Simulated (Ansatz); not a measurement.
Input, command and steps of an Ansatz relaxation.

```yaml
crystal:
  lattice:
    - [5.0444139133, 0.0, 0.0]
    - [0.0, 5.0444139133, 0.0]
    - [0.0, 0.0, 3.150722137]
  atoms:
    - { symbol: Sn, position: [0.5, 0.5, 0.5] }
    - { symbol: Sn, position: [0.0, 0.0, 0.0] }
    - { symbol: O, position: [0.1922822137, 0.8077177863, 0.5] }
    - { symbol: O, position: [0.8077177863, 0.1922822137, 0.5] }
    - { symbol: O, position: [0.3077177863, 0.3077177863, 0.0] }
    - { symbol: O, position: [0.6922822137, 0.6922822137, 0.0] }
basis:
  ecutwfc: 420
kpoints:
  mp_grid: { grid: [6, 6, 8] }
hamiltonian:
  xc: pbe
scf:
  occupations: { method: gaussian, width: 0.02 }
output:
  forces: true
  stress: true
  eigenvalues: true
  write_density: true
  write_potential: true
  elf: true
  volumetric_format: npy
relax:
  adjacent_minimum: "off"
  f_tol: 0.008
  max_steps: 40
  cell: { stress_tol: 0.015, fix: [a, b, gamma] }
```

```bash
ansatz run input.yaml --threads 1 --pin off --max-ram 2560MiB --backend cpu --events-out ev --progress --plain --runs-dir out
```

Method: Ansatz, DFT PBE, scalar-relativistic, plane waves, PAW.

Of 5 frames 5 are shown, positions in Å and forces in eV/Å; the SCF threshold varies from step to step. Steps run on the plane waves of an earlier cell, with a Pulay correction in the pressure. The basis is chosen afresh for the last frame, the zero of the energies, and at times for earlier ones too; energy and pressure step there, also at an unchanged geometry.

```xyz
6
Lattice="5.0444 0.0000 0.0000 0.0000 5.0444 0.0000 0.0000 0.0000 3.1507" Properties=species:S:1:pos:R:3:forces:R:3 pbc="T T T" step=1 free_energy_over_end_meV_per_atom=0.37 pressure_GPa=-6.27
Sn    2.5222    2.5222    1.5754    0.0000    0.0000    0.0000
Sn    0.0000    0.0000    0.0000    0.0000    0.0000    0.0000
O     0.9700    4.0745    1.5754   -0.0877    0.0877    0.0000
O     4.0745    0.9700    1.5754    0.0877   -0.0877    0.0000
O     1.5523    1.5523    0.0000    0.0877    0.0877    0.0000
O     3.4922    3.4922    0.0000   -0.0877   -0.0877    0.0000
6
Lattice="5.0444 0.0000 0.0000 0.0000 5.0444 0.0000 0.0000 0.0000 3.1654" Properties=species:S:1:pos:R:3:forces:R:3 pbc="T T T" step=2 free_energy_over_end_meV_per_atom=0.41 pressure_GPa=-6.74
Sn    2.5222    2.5222    1.5827    0.0000    0.0000    0.0000
Sn    0.0000    0.0000    0.0000    0.0000    0.0000    0.0000
O     0.9635    4.0809    1.5827   -0.0020    0.0020    0.0000
O     4.0809    0.9635    1.5827    0.0020   -0.0020    0.0000
O     1.5587    1.5587    0.0000    0.0020    0.0020    0.0000
O     3.4857    3.4857    0.0000   -0.0020   -0.0020    0.0000
6
Lattice="5.0444 0.0000 0.0000 0.0000 5.0444 0.0000 0.0000 0.0000 3.1590" Properties=species:S:1:pos:R:3:forces:R:3 pbc="T T T" step=3 free_energy_over_end_meV_per_atom=0.17 pressure_GPa=-6.42
Sn    2.5222    2.5222    1.5795    0.0000    0.0000    0.0000
Sn    0.0000    0.0000    0.0000    0.0000    0.0000    0.0000
O     0.9648    4.0796    1.5795   -0.0144    0.0144    0.0000
O     4.0796    0.9648    1.5795    0.0144   -0.0144    0.0000
O     1.5574    1.5574    0.0000    0.0144    0.0144    0.0000
O     3.4870    3.4870    0.0000   -0.0144   -0.0144    0.0000
6
Lattice="5.0444 0.0000 0.0000 0.0000 5.0444 0.0000 0.0000 0.0000 3.1568" Properties=species:S:1:pos:R:3:forces:R:3 pbc="T T T" step=4 free_energy_over_end_meV_per_atom=0.11 pressure_GPa=-6.23
Sn    2.5222    2.5222    1.5784    0.0000    0.0000    0.0000
Sn    0.0000    0.0000    0.0000    0.0000    0.0000    0.0000
O     0.9640    4.0804    1.5784    0.0007   -0.0007    0.0000
O     4.0804    0.9640    1.5784   -0.0007    0.0007    0.0000
O     1.5582    1.5582    0.0000   -0.0007   -0.0007    0.0000
O     3.4862    3.4862    0.0000    0.0007    0.0007    0.0000
6
Lattice="5.0444 0.0000 0.0000 0.0000 5.0444 0.0000 0.0000 0.0000 3.1568" Properties=species:S:1:pos:R:3:forces:R:3 pbc="T T T" step=5 free_energy_over_end_meV_per_atom=0.00 pressure_GPa=-6.21
Sn    2.5222    2.5222    1.5784    0.0000    0.0000    0.0000
Sn    0.0000    0.0000    0.0000    0.0000    0.0000    0.0000
O     0.9640    4.0804    1.5784    0.0007   -0.0007    0.0000
O     4.0804    0.9640    1.5784   -0.0007    0.0007    0.0000
O     1.5582    1.5582    0.0000   -0.0007   -0.0007    0.0000
O     3.4862    3.4862    0.0000    0.0007    0.0007    0.0000
```

Time: 23 s on 1 thread of Intel(R) Xeon(R) 6975P-C (Granite Rapids), on a shared host, peak memory 0.47 GiB.